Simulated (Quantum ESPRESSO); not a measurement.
The system is Be2C.

```
C Be
1.0
     0.00000    2.16500    2.16500
     2.16500    0.00000    2.16500
     2.16500    2.16500    0.00000
C Be
1 2
Direct
  0.00000 0.00000 0.00000
  0.75000 0.75000 0.75000
  0.25000 0.25000 0.25000
```

Program: Quantum ESPRESSO 7.5. Alike in all runs: task dielectric tensor; no spin polarisation; cell as given; k mesh 10 × 10 × 10, shifted; cutoff (eV) 1197; smearing fermi-dirac 0.05 eV.

Q: Order these runs on this cell by their pressure, lowest first.
A. level BLYP; potentials or basis PseudoDojo 0.4.1 SR PBE standard
B. level LDA; potentials or basis PseudoDojo 0.4.1 SR LDA standard; form of the LDA correlation PW92
C. level AM05; potentials or basis PseudoDojo 0.4.1 SR PBE standard

A: B (-8.4 GPa), C (-1.5 GPa), A (3.6 GPa).

Caveats: the potentials were made for another functional, which shifts forces and pressure (some runs); the cell is more than 3 GPa from zero pressure, which shifts response properties (some runs).

Runs at the PBE level aren't shown here.
